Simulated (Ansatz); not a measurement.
**Bands of Rh**

```
CELL_PARAMETERS angstrom
-1.53523 1.53523 1.53523
1.53523 -1.53523 1.53523
1.53523 1.53523 -1.53523
ATOMIC_POSITIONS crystal
Rh 0.00000 0.00000 0.00000
```

The structure comes from a relaxation in the same program, started in the bcc type, and has space group Im-3m. Whether it is a known phase or the ground state wasn't checked.

Spin polarisation is left out, and whether a magnetic state lies lower isn't shown here.

Computed with DFT, PBE, all-electron LAPW, scalar-relativistic in Ansatz 0.2.0.

Numerical set-up: a Γ-centred 16×16×16 k mesh, Fermi–Dirac smearing of 0.05 eV, basis error target 0.5 meV/atom, no spin polarisation.

Points in fractions of the reciprocal vectors of this cell: Γ (0, 0, 0), H (0.5, -0.5, 0.5), N (0, 0, 0.5), P (0.25, 0.25, 0.25). The path joins them by straight lines in the order Γ–H–N–Γ–P–H–P–N; legs that retrace an earlier one aren't tabulated. Energies are in eV from the Fermi level.

Q: Is there a gap?

A: none: with an odd electron count and no spin polarisation the bands can't all be full, a metal in this set-up (spin order or a larger cell could open a gap).

Q: List the levels between -14 and 8 eV at the symmetry points.

A: 
Γ: -7.40, -2.74 (×3), -0.41 (×2)
H: -5.51 (×2), 1.05 (×3)
N: -5.53, -4.17, -0.47, -0.09, 1.36, 1.53
P: -3.53 (×3), -0.02 (×2)
